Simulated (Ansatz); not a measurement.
# Zone-centre phonons of AlAs at 50 GPa: input and output

Computed with Ansatz, DFT LDA, scalar-relativistic, plane waves, PAW.

Launched with:
```bash
ansatz run input.yaml --threads 1 --pin off --max-ram 1228MiB --backend cpu --events-out ev --progress --plain --runs-dir out
```

Input (bare energies are in eV):
```yaml
crystal:
  lattice:
    - [0.0, 2.5181912504, 2.5181912504]
    - [2.5181912504, 0.0, 2.5181912504]
    - [2.5181912504, 2.5181912504, 0.0]
  atoms:
    - { symbol: Al, position: [0.0, 0.0, 0.0] }
    - { symbol: As, position: [0.75, 0.75, 0.75] }
basis:
  ecutwfc: 420
kpoints:
  mp_grid: { grid: [12, 12, 12] }
hamiltonian:
  xc: lda
scf:
  occupations: { method: fixed }
output:
  eigenvalues: true
phonons:
  method: dfpt
  dielectric: true
  rigid_motions: translations
  eigenvectors: true
```

Results section of the output:
```
--- Phonons (Γ-DFPT): 2 representative perturbations + reference, on 280 of 1728 k-points (Σ response iterations 6) ---
  k mesh reduced under 4 symmetry operations, with k and −k counted as one. Each operation leaves every solved perturbation unchanged. A smaller set is not considered because the run solves the response ...
  ASR residual: 4.650e-5 → 0.000e0 eV/Å²; symmetrization residual: 3.289e-7 eV/Å²
  ASR residual per site (eV/Å²): 1.47e-5 4.65e-5
  Γ frequencies (cm⁻¹): 0.00 0.00 0.00 521.16 521.16 521.16
  ε∞ (high-frequency dielectric tensor):
        8.899095     0.000000     0.000000
        0.000000     8.899095     0.000000
        0.000000     0.000000     8.899095
  ε⁰ (static dielectric tensor: ions relaxed, cell fixed):
        9.994415     0.000000     0.000000
        0.000000     9.994415     0.000000
        0.000000     0.000000     9.994415
  ε⁰ − ε∞ (ionic part):
        1.095320     0.000000     0.000000
        0.000000     1.095320     0.000000
        0.000000     0.000000     1.095320
  softest optical mode at Γ: 521.16 cm⁻¹; the repairs (sum rule, projections) moved no ω² at Γ by more than (0.43 cm⁻¹)²
  Born effective charges Z* (e; rows j = field, columns β = displacement):
    site 0:
         1.95713   -0.00000   -0.00000
         0.00000    1.95713   -0.00000
         0.00000    0.00000    1.95713
    site 1:
        -1.95713    0.00000    0.00000
        -0.00000   -1.95713    0.00000
        -0.00000   -0.00000   -1.95713
  Z* charge neutrality: 7.415e-6 e pre-enforcement
  solved inside a basis spanned on kpoints, on 12×12×12 k-points, its susceptibility summed on 16×16×16: ε∞ is read to err by 2.4e-2, Z* by 1.5e-2 e (field_mesh: kpoints solves on kpoints); Z* is corrected for ...
  optical modes at Γ without the LO–TO term, one row a degenerate level:
      ω (cm⁻¹) modes IR ((D/Å)²/amu)
        521.16      3            13.3640
  optical modes at Γ + LO–TO along q̂ = [1.0000, 0.0000, 0.0000]:
      ω (cm⁻¹) modes IR ((D/Å)²/amu)
        521.16      2             8.9093
        552.30      1             4.4547
  optical modes at Γ + LO–TO along q̂ = [0.0000, 1.0000, 0.0000]:
      ω (cm⁻¹) modes IR ((D/Å)²/amu)
        521.16      2             8.9093
        552.30      1             4.4547
  optical modes at Γ + LO–TO along q̂ = [0.0000, 0.0000, 1.0000]:
      ω (cm⁻¹) modes IR ((D/Å)²/amu)
        521.16      2             8.9093
        552.30      1             4.4547
```

The run took 2.9 min on 1 thread of Arm Neoverse N1, on a shared host, peak memory 0.72 GiB.

Other phases may be more stable at this pressure. The bands were filled as in an insulator; under compression the gap may have closed between mesh points.